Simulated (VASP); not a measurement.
Set up this calculation in VASP 6.6.1, as the native input.

- Task: relaxation of cell and atoms
- Functional: PBE
- Dispersion: D3(BJ)
- Potentials or basis: VASP PAW PBE potentials, release 64 (Ti_sv, S)
- Cutoff: 600 eV
- k mesh: 12 × 12 × 7
- Occupations: methfessel-paxton, width 0.1 eV
- Spin: no spin polarisation
- Further INCAR settings: ALGO = Normal; EDIFF = 1e-07; IBRION = 2; EDIFFG = -0.005; NSW = 90; ISIF = 3

The structure of TiS2 lies in POSCAR:

```
TiS2                                    
1.0
    3.3584552652      0.0000000000     -0.0000000000
   -1.6792276326      2.9085075793      0.0000000000
    0.0000000000     -0.0000000000      5.5230860859
  Ti              S             
     1     2
Direct
     0.0000000000000000    0.0000000000000000    0.0000000000000000
     0.3333333300000021    0.6666666699999979    0.2587673716267280
     0.6666666699999979    0.3333333300000021    0.7412326283732722
```

The input as run:

INCAR

```
ALGO = Normal
EDIFF = 1E-7
EDIFFG = -0.005
ENCUT = 600
GGA = PE
IBRION = 2
ISIF = 3
ISMEAR = 1
IVDW = 12
LASPH = True
LCHARG = False
LREAL = False
LWAVE = False
NELM = 80
NSW = 90
PREC = Accurate
SIGMA = 0.1
```

KPOINTS

```
k-points
0
Gamma
  12 12 7
```

Potentials or basis: VASP PAW PBE potentials, release 64 (Ti_sv, S).

Launch:

```bash
$ cat potpaw_PBE.64/Ti_sv/POTCAR potpaw_PBE.64/S/POTCAR > POTCAR
$ mpirun -np 1 vasp_std > vasp.out
```

Results of the run:

```json
{
 "Pressure after relaxing": "0.0 GPa",
 "Largest force after relaxing": "0.004 eV/Å",
 "Band gap on the k mesh": "none (metal or under the smearing width)",
 "Dispersion energy per atom": "-0.410 eV"
}
```

Caveat: the relaxation stopped at its first step, so nothing moved; pairwise dispersion overbinds metals, which lowers pressure and volume.

It took 71 s on 1 thread of Intel(R) Xeon(R) Platinum 8488C (Sapphire Rapids), with other jobs on the host, peak memory 0.27 GiB.
